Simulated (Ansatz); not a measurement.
Crystal: MoS2.

```
Mo S
1.0
     1.58000    0.91221    6.15000
    -1.58000    0.91221    6.15000
     0.00000   -1.82443    6.15000
Mo S
1 2
Cartesian
  0.0000 0.0000 0.0000
  0.0000 0.0000 7.6936
  0.0000 0.0000 4.6125
```

Measurements of this composition are mostly on another form, of space group No. 194.

Base run:

```yaml
Program: Ansatz 0.2.0
Functional: LDA
Potentials_or_basis: all-electron LAPW, scalar-relativistic
Cutoff: 246 eV
Density_cutoff: 983 eV
Basis_error_allowed: 0.002 eV/atom
k_mesh: 10 × 10 × 10
Occupations: fermi-dirac, width 0.05 eV
Spin: no spin polarisation
```

Its results: band gap on the k mesh 0.88 eV, indirect (least direct gap 1.96 eV); pressure -2.4 GPa; largest force 0.086 eV/Å.

Question: The run is repeated on the same cell with these changes: functional from LDA to PBEsol. What comes out?

Answer: Band gap on the k mesh 0.91 eV, indirect (least direct gap 1.96 eV); pressure 0.4 GPa; largest force 0.260 eV/Å.

PBEsol binds less tightly than LDA, so the same cell stands under more pressure.

A k mesh can miss the band edges.

Not every run made on this cell is shown here.
